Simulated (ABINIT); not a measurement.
Runs of ABINIT 10.8.3 (patched build) on LiF (Griceite). It takes space group Fm-3m (No. 225, cubic). Conventional cell: a = 4.028 Å, b = 4.028 Å, c = 4.028 Å, α = 90.00°, β = 90.00°, γ = 90.00°. F (site symmetry m-3m) is surrounded by 6 Li at 2.01 Å. Li (site symmetry m-3m) is surrounded by 6 F at 2.01 Å. 

| level | most SCF steps | gap on the mesh (eV) |
| --- | --- | --- |
| PBE | - | 9.11 |
| PBEsol | - | (a) |
| HSE06 | 60 | 11.28 |
| PBE0 | 60 | 12.13 |

Alike in all rows: task single point; potentials or basis PseudoDojo NC SR PBE v0.4.1 standard; no spin polarisation; cell as given; k mesh 8 × 8 × 8; cutoff (eV) 952; smearing fixed.

Problem. Fill in the values left out.

Solution. (a) 8.90.

Caveats: Libxc's HSE differs a little from that of other programs (some runs).

A k mesh can miss the band edges.
